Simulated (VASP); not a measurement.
Here is a VASP 6.6.1 calculation.

File INCAR:

```
SYSTEM = ZnCu
PREC     = Accurate       ! precision mode
ENCUT    = 520            ! plane-wave cutoff, eV
EDIFF    = 1E-6           ! SCF threshold, eV
ISMEAR   = 0              ! smearing method
SIGMA    = 0.1            ! smearing width, eV
LREAL    = .FALSE.        ! projectors in reciprocal space
LASPH    = .TRUE.         ! aspherical terms in the spheres
NELM     = 100            ! most SCF steps
ALGO     = Normal         ! electronic algorithm
ISIF     = 2              ! what is computed and relaxed
LWAVE    = .FALSE.        ! write WAVECAR
LCHARG   = .FALSE.        ! write CHGCAR
GGA      = PE             ! functional
NBANDS   = 18             ! bands
```

Contents of KPOINTS:

```
regular mesh
0
G
  9 9 9
  0 0 0
```

File POSCAR:

```
ZnCu
1.0
    2.9450000000      0.0000000000      0.0000000000
    0.0000000000      2.9450000000      0.0000000000
    0.0000000000      0.0000000000      2.9450000000
Zn Cu
1 1
Direct
    0.5000000000      0.5000000000      0.5000000000
    0.0000000000      0.0000000000      0.0000000000
```

Potentials or basis: VASP PAW PBE potentials, release 64 (Zn, Cu).

Run with:

```bash
$ cat potpaw_PBE.64/Zn/POTCAR potpaw_PBE.64/Cu/POTCAR > POTCAR
$ mpirun -np 1 vasp_std > vasp.out
```

(1) What does it give for the band gap on the k mesh?

(2) What does it give for the pressure?

Results:

(1) none (metal or under the smearing width).

(2) 3.1 GPa.
